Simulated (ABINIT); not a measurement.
HfO2:

```
Hf O
1.0
     0.00000    2.55750    2.55750
     2.55750    0.00000    2.55750
     2.55750    2.55750    0.00000
Hf O
1 2
Cartesian
  0.0000 0.0000 0.0000
  3.8363 3.8363 3.8363
  1.2788 1.2788 1.2788
```

Measurements of this composition are mostly on another form, of space group No. 14.

Program: ABINIT 10.8.3 (patched build). Alike in all runs: no spin polarisation; cell as given; smearing fermi-dirac 0.05 eV. Hardware: 1 thread of Arm Neoverse V1 (shared host).

Order these runs on this cell by their wall time, lowest first.
A. task band structure; level PBE; potentials or basis PseudoDojo NC SR PBE v0.4.1 standard; k mesh 9 × 9 × 9; cutoff (eV) 1143; mesh quality not flagged
B. task band structure; level LDA-PZ; potentials or basis JTH PAW LDA v2.0; k mesh 9 × 9 × 9; cutoff (eV) 626; fine-grid cutoff 1224.51 eV; mesh quality not flagged
C. task single point; level LDA; potentials or basis JTH PAW LDA v2.0; k mesh 5 × 5 × 5; cutoff (eV) 626; fine-grid cutoff 1224.51 eV; mesh quality coarse

C (8.2 s), B (65 s), A (160 s).

Caveats: some runs use coarse meshes.
